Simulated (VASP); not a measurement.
# InAs (F-43m) in VASP: a series of runs

The runs below take InAs through single point, with r2SCAN.

Everything below comes from runs of VASP 6.6.1. Logs are shortened: lines on timing, memory, paths and dates and some standing lists are left out, and cuts for length are marked.

**The experiment to reproduce.**

A printed reference work, data compilation reports, for a bulk crystal of InAs at 4.2 K: band gap 0.418 eV (direct).

The results are compared with them further down.

### 1 Starting point

The structure is cubic, space group F-43m (No. 216). The conventional cell has a = 6.048 Å, b = 6.048 Å, c = 6.048 Å, α = 90.00°, β = 90.00°, γ = 90.00°. Around In (site symmetry -43m) lie 4 As at 2.62 Å. As (site symmetry -43m) has 4 In at 2.62 Å as nearest neighbours.

### 2 Single point, r2SCAN

File POSCAR:

```
InAs
1.0
    0.0000000000      3.0240000000      3.0240000000
    3.0240000000      0.0000000000      3.0240000000
    3.0240000000      3.0240000000      0.0000000000
In As
1 1
Direct
    0.0000000000      0.0000000000      0.0000000000
    0.7500000000      0.7500000000      0.7500000000
```

File INCAR.step1:

```
SYSTEM = InAs
ALGO = Normal
EDIFF = 1E-4
ENCUT = 520
GGA = PE
ISMEAR = 0
LASPH = .True.
LCHARG = .False.
LREAL = .False.
LWAVE = .True.
NBANDS = 16
NELM = 100
PREC = Accurate
SIGMA = 0.03
```

File INCAR.step2:

```
SYSTEM = InAs
ALGO = Normal
EDIFF = 1E-6
ENCUT = 520
ISIF = 2
ISMEAR = 0
ISTART = 1
LASPH = .True.
LCHARG = .False.
LMIXTAU = .True.
LREAL = .False.
LWAVE = .False.
METAGGA = R2SCAN
NBANDS = 16
NELM = 100
PREC = Accurate
SIGMA = 0.03
```

File KPOINTS:

```
k-points
0
Gamma
  10 10 10
  0 0 0
```

Potentials or basis: VASP PAW PBE potentials, release 64 (In_d, As).

Run with:

```bash
cat potpaw_PBE.64/In_d/POTCAR potpaw_PBE.64/As/POTCAR > POTCAR
cp INCAR.step1 INCAR
mpirun -np 1 vasp_std > vasp.out
cp INCAR.step2 INCAR
mpirun -np 1 vasp_std > vasp.out
```

OUTCAR:

```text
SYSTEM = InAs
   EDIFF = 1E-6
   ENCUT = 520
   ISIF = 2
   ISMEAR = 0
   ISTART = 1
   LASPH = .True.
   LREAL = .False.
   METAGGA = R2SCAN
   NELM = 100
   PREC = Accurate

 ion  position               nearest neighbor table
   1  0.000  0.000  0.000-   2 2.62   2 2.62   2 2.62   2 2.62
   2  0.750  0.750  0.750-   1 2.62   1 2.62   1 2.62   1 2.62

  LATTYP: Found a face centered cubic cell.
 ALAT       =     6.0480000000

  Lattice vectors:

 A1 = (   0.0000000000,   3.0240000000,   3.0240000000)
 A2 = (   3.0240000000,   0.0000000000,   3.0240000000)
 A3 = (   3.0240000000,   3.0240000000,   0.0000000000)

Analysis of symmetry for initial positions (statically):
=====================================================================
 Subroutine PRICEL returns:
 Original cell was already a primitive cell.

 Routine SETGRP: Setting up the symmetry group for a
 face centered cubic supercell.

 Subroutine GETGRP returns: Found 24 space group operations
 (whereof 24 operations were pure point group operations)
 out of a pool of 48 trial point group operations.

The static configuration has the point symmetry T_d .

Analysis of symmetry for dynamics (positions and initial velocities):
=====================================================================
 Subroutine PRICEL returns:
 Original cell was already a primitive cell.

 Routine SETGRP: Setting up the symmetry group for a
 face centered cubic supercell.

 Subroutine GETGRP returns: Found 24 space group operations
 (whereof 24 operations were pure point group operations)
 out of a pool of 48 trial point group operations.

The dynamic configuration has the point symmetry T_d .

 Subroutine INISYM returns: Found 24 space group operations
 (whereof 24 operations are pure point group operations),
 and found     1 'primitive' translations

----------------------------------------------------------------------------------------

                                     Primitive cell

  volume of cell :      55.3064

  direct lattice vectors                    reciprocal lattice vectors
     0.000000000  3.024000000  3.024000000    -0.165343915  0.165343915  0.165343915
     3.024000000  0.000000000  3.024000000     0.165343915 -0.165343915  0.165343915
     3.024000000  3.024000000  0.000000000     0.165343915  0.165343915 -0.165343915

  length of vectors
     4.276581813  4.276581813  4.276581813     0.286384062  0.286384062  0.286384062

  position of ions in fractional coordinates (direct lattice)
     0.000000000  0.000000000  0.000000000
     0.750000000  0.750000000  0.750000000

  ion indices of the primitive-cell ions
   primitive index   ion index
                 1           1
                 2           2

----------------------------------------------------------------------------------------

 KPOINTS: k-points

Automatic generation of k-mesh.
 Grid dimensions read from file:
 generate k-points for:   10   10   10

 Generating k-lattice:

  Cartesian coordinates                     Fractional coordinates (reciprocal lattice)
    -0.016534392  0.016534392  0.016534392     0.100000000  0.000000000  0.000000000
     0.016534392 -0.016534392  0.016534392     0.000000000  0.100000000  0.000000000
     0.016534392  0.016534392 -0.016534392     0.000000000  0.000000000  0.100000000

  Length of vectors
     0.028638406  0.028638406  0.028638406

  Shift w.r.t. Gamma in fractional coordinates (k-lattice)
     0.000000000  0.000000000  0.000000000

 Subroutine IBZKPT returns following result:
 ===========================================

 Found     47 irreducible k-points:

 Following reciprocal coordinates:
            Coordinates               Weight
  0.000000  0.000000  0.000000      1.000000
  0.100000  0.000000  0.000000      8.000000
  0.200000  0.000000  0.000000      8.000000
  0.300000  0.000000  0.000000      8.000000
  0.400000  0.000000  0.000000      8.000000
  0.500000  0.000000  0.000000      4.000000
[... 16 lines left out ...]
  0.300000  0.300000  0.000000      6.000000
  0.400000  0.300000  0.000000     24.000000
 [... further k-points ...]
   k-points           NKPTS =     47   k-points in BZ     NKDIM =     47   number of bands    NBANDS=     16
   number of dos      NEDOS =    301   number of ions     NIONS =      2
   total plane-waves  NPLWV =  32768
   dimension x,y,z NGX =    32 NGY =   32 NGZ =   32
   dimension x,y,z NGXF=    64 NGYF=   64 NGZF=   64
   ions per type =               1   1
   NGX,Y,Z   is equivalent  to a cutoff of  12.44, 12.44, 12.44 a.u.
   NGXF,Y,Z  is equivalent  to a cutoff of  24.88, 24.88, 24.88 a.u.
 SYSTEM =  InAs
   PREC   = accura    normal or accurate (medium, high low for compatibility)
   ISTART =      1    job   : 0-new  1-cont  2-samecut
   ICHARG =      0    charge: 1-file 2-atom 10-const
   ISPIN  =      1    spin polarized calculation?
   LNONCOLLINEAR =      F non collinear calculations
   LSORBIT =      F    spin-orbit coupling
   LASPH  =      T    aspherical Exc in radial PAW
   ENCUT  =  520.0 eV  38.22 Ry    6.18 a.u.   7.95  7.95  7.95*2*pi/ulx,y,z
   NELM   =    100;   NELMIN=  2; NELMDL=  0     # of ELM steps
   EDIFF  = 0.1E-05   stopping-criterion for ELM
   LREAL  =      F    real-space projection
   EDIFFG = 0.1E-04   stopping-criterion for IOM
   NSW    =      0    number of steps for IOM
   IBRION =     -1    ionic relax: 0-MD 1-quasi-New 2-CG
   NFREE  =      0    steps in history (QN), initial steepest desc. (CG)
   ISIF   =      2    stress and relaxation
   ISYM   =      2    0-nonsym 1-usesym 2-fastsym
   POTIM  = 0.5000    time-step for ionic-motion
   TEBEG  =    0.0;   TEEND  =   0.0 temperature during run
   PSTRESS=    0.0 pullay stress
   NELECT =      18.0000    total number of electrons
   NUPDOWN=      -1.0000    fix difference up-down
   EMIN   =  10.00;   EMAX   =-10.00  energy-range for DOS
   EFERMI =   0.00;   METHOD = LEGACY
   ISMEAR =     0;   SIGMA  =   0.03  broadening in eV -4-tet -1-fermi 0-gaus
   EFERMI_NEDOS =   21; number of points for ismear=-14 and -15
   IALGO  =     38    algorithm
   IMIX   =      4    mixing-type and parameters
     AMIX     =   0.40;   BMIX     =  1.00
     AMIX_MAG =   1.60;   BMIX_MAG =  1.00
  volume/ion in A,a.u.               =      27.65       186.61
  Fermi-wavevector in a.u.,A,eV,Ry     =   1.126092  2.128005 17.253320  1.268083
  Thomas-Fermi vector in A             =   2.262772
   LORBIT       =      0    0 simple, 1 ext, 2 COOP (PROOUT), +10 PAW based schemes
   METAGGA = R2SCAN    functional components
   LHFCALC =     F    Hartree Fock is set to
   AEXX    =    0.0000 exact exchange contribution
   IVDW    =     0    specifies the selected vdW correction
   LEPSILON=     F    determine dielectric tensor
   LRPA    =     F    only Hartree local field effects (RPA)
 non-spin polarized calculation
 Gauss-broadening in eV      SIGMA  =   0.03
  energy-cutoff  :      520.00
  volume of cell :       55.31
 maximum number of plane-waves:      1524
   NGX = 15   NGY = 15   NGZ = 15

 number of electron      17.9999990 magnetization

 Free energy of the ion-electron system (eV)
  ---------------------------------------------------
  ext. energy  EPLUGINS =         0.00000000
  ---------------------------------------------------
  free energy    TOTEN  =       -38.05142648 eV

  energy without entropy =      -38.05142648  energy(sigma->0) =      -38.05142648

 E-fermi :   4.4014     XC(G=0):  -9.6552

 val. band max:        4.2677546331   @ k =   0.0000   0.0000   0.0000
 cond. band min:       4.5149713054   @ k =   0.0000   0.0000   0.0000
 fundamental gap:      0.2472166722
 Fermi energy:         4.4013965757

 k-point     1 :       0.0000    0.0000    0.0000
  band No.  band energies     occupation
      1     -10.5799      2.00000
      2     -10.5799      2.00000
      3     -10.5799      2.00000
      4     -10.4322      2.00000
      5     -10.4322      2.00000
      6      -8.0295      2.00000
[... 8 lines left out ...]
     15      14.4424      0.00000
     16      14.4424      0.00000

 k-point     2 :       0.1000    0.0000    0.0000
  band No.  band energies     occupation
      1     -10.5947      2.00000
      2     -10.5758      2.00000
      3     -10.5758      2.00000
      4     -10.4323      2.00000
      5     -10.4323      2.00000
      6      -7.9195      2.00000
[... 8 lines left out ...]
     15      13.7409      0.00000
     16      13.7409      0.00000

 k-point     3 :       0.2000    0.0000    0.0000
  band No.  band energies     occupation
      1     -10.6312      2.00000
      2     -10.5655      2.00000
      3     -10.5655      2.00000
      4     -10.4318      2.00000
      5     -10.4318      2.00000
      6      -7.6079      2.00000
[... 8 lines left out ...]
     15      13.2726      0.00000
     16      13.3788      0.00000

 k-point     4 :       0.3000    0.0000    0.0000
  band No.  band energies     occupation
      1     -10.6728      2.00000
      2     -10.5544      2.00000
      3     -10.5544      2.00000
      4     -10.4296      2.00000
      5     -10.4296      2.00000
      6      -7.1555      2.00000
[... 8 lines left out ...]
     15      13.5896      0.00000
     16      13.5896      0.00000
[... 324 lines left out ...]
 k-point    22 :      -0.2000    0.2000    0.0000
  band No.  band energies     occupation
      1     -10.6864      2.00000
      2     -10.5486      2.00000
      3     -10.5443      2.00000
      4     -10.4364      2.00000
      5     -10.4273      2.00000
      6      -7.0020      2.00000
[... 8 lines left out ...]
     15      14.7229      0.00000
     16      15.5311      0.00000

 k-point    23 :       0.3000    0.3000    0.0000
  band No.  band energies     occupation
      1     -10.7202      2.00000
      2     -10.5231      2.00000
      3     -10.5231      2.00000
      4     -10.4571      2.00000
      5     -10.4161      2.00000
      6      -6.8644      2.00000
[... 8 lines left out ...]
     15      15.4125      0.00000
     16      16.8488      0.00000

 k-point    24 :       0.4000    0.3000    0.0000
  band No.  band energies     occupation
      1     -10.7425      2.00000
      2     -10.5147      2.00000
      3     -10.5124      2.00000
      4     -10.4601      2.00000
      5     -10.4138      2.00000
      6      -6.4980      2.00000
[... 8 lines left out ...]
     15      15.9260      0.00000
     16      17.0166      0.00000

 [... further k-points ...]

------------------------ aborting loop because EDIFF is reached ----------------------------------------

  FORCE on cell =-STRESS in cart. coord.  units (eV):
  Direction    XX          YY          ZZ          XY          YZ          ZX
  --------------------------------------------------------------------------------------
  -------------------------------------------------------------------------------------
  Total        0.6400512      0.6400512      0.6400512      0.0000000      0.0000000     -0.0000000
  in kB       18.5417172     18.5417172     18.5417172      0.0000000      0.0000000     -0.0000000
  external PRESSURE =      18.5417172 kB  Pullay stress =       0.0000000 kB

 VOLUME and BASIS-vectors are now :
 -----------------------------------------------------------------------------
  energy-cutoff  :      520.00
  volume of cell :       55.31
      direct lattice vectors                 reciprocal lattice vectors
     0.000000000  3.024000000  3.024000000    -0.165343915  0.165343915  0.165343915
     3.024000000  0.000000000  3.024000000     0.165343915 -0.165343915  0.165343915
     3.024000000  3.024000000  0.000000000     0.165343915  0.165343915 -0.165343915

 POSITION                                       TOTAL-FORCE (eV/Angst)
 -----------------------------------------------------------------------------------
      0.00000      0.00000      0.00000         0.000000     -0.000000      0.000000
      4.53600      4.53600      4.53600        -0.000000      0.000000     -0.000000
 -----------------------------------------------------------------------------------
    total drift:                                0.000003      0.000003      0.000003

  FREE ENERGIE OF THE ION-ELECTRON SYSTEM (eV)
  ---------------------------------------------------
  free  energy   TOTEN  =       -38.0514264821 eV

  energy  without entropy=      -38.0514264821  energy(sigma->0) =      -38.05142648
```

Wall time 97 s (1 thread of AMD EPYC 9R45 (Zen 5), shared host); peak memory 0.18 GiB.

What came out:

```yaml
Free_energy: -38.0514 eV
Pressure: 1.9 GPa
Band_gap_on_the_k_mesh: 0.25 eV, direct
```

Caveat: the PAW data sets were made with another functional, which shifts forces and pressure a little; spin-orbit coupling is left out, which moves the levels of the heavy elements.

### 3 Single point, r2SCAN

POSCAR is that of step 2.

File INCAR.step1:

```
SYSTEM = InAs
  ALGO = Normal
  EDIFF = 1E-4
  ENCUT = 520
  GGA = PE
  ISMEAR = 0
  LASPH = .TRUE.
  LCHARG = .FALSE.
  LREAL = .FALSE.
  LWAVE = .TRUE.
  NBANDS = 16
  NELM = 100
  PREC = Accurate
  SIGMA = 0.03
```

File INCAR.step2:

```
SYSTEM = InAs
  ALGO = Normal
  EDIFF = 1E-6
  ENCUT = 520
  ISIF = 2
  ISMEAR = 0
  ISTART = 1
  LASPH = .TRUE.
  LCHARG = .FALSE.
  LMIXTAU = .TRUE.
  LREAL = .FALSE.
  LWAVE = .FALSE.
  METAGGA = R2SCAN
  NBANDS = 16
  NELM = 100
  PREC = Accurate
  SIGMA = 0.03
```

File KPOINTS:

```
k-points
0
G
  10 10 10
  0 0 0
```

Potentials or basis: VASP PAW PBE potentials, release 64 (In_d, As).

Run with:

```bash
cat potpaw_PBE.64/In_d/POTCAR potpaw_PBE.64/As/POTCAR > POTCAR
cp INCAR.step1 INCAR
mpirun -np 1 vasp_std > vasp.out
cp INCAR.step2 INCAR
mpirun -np 1 vasp_std > vasp.out
```

Wall time 94 s (1 thread of AMD EPYC 9R45 (Zen 5), shared host); peak memory 0.18 GiB.

Results (log left out):

```
Free energy            : -38.0514 eV
Pressure               : 1.9 GPa
Band gap on the k mesh : 0.25 eV, direct
```

Levels at points of the mesh, in eV from the valence-band top:
```csv
k point,band 7,band 8,band 9,band 10,band 11,band 12
"(0.00, 0.00, 0.00)",0.00,0.00,0.00,0.25,4.27,4.27
"(0.50, 0.00, 0.00)",-5.88,-1.02,-1.02,1.32,5.05,5.05
"(0.50, 0.50, 0.00)",-5.93,-2.39,-2.39,1.83,2.36,9.84
```

Caveat: the PAW data sets were made with another functional, which shifts forces and pressure a little; spin-orbit coupling is left out, which moves the levels of the heavy elements.

### 4 Comparison with measurements

Step 2. A measured gap of InAs is 0.418 eV (direct; 4.2 K; a printed reference work, data compilation); the calculated 0.25 eV misses it by -0.17 eV. Spin-orbit coupling on As, In is left out. The value is that of r2SCAN, without temperature or zero-point motion.

Step 3. Measured gap of InAs: 0.418 eV (direct; 4.2 K; a printed reference work, data compilation). This calculation gives 0.25 eV (-0.17 eV). Spin-orbit coupling on As, In is left out. The value is that of r2SCAN, without temperature or zero-point motion.
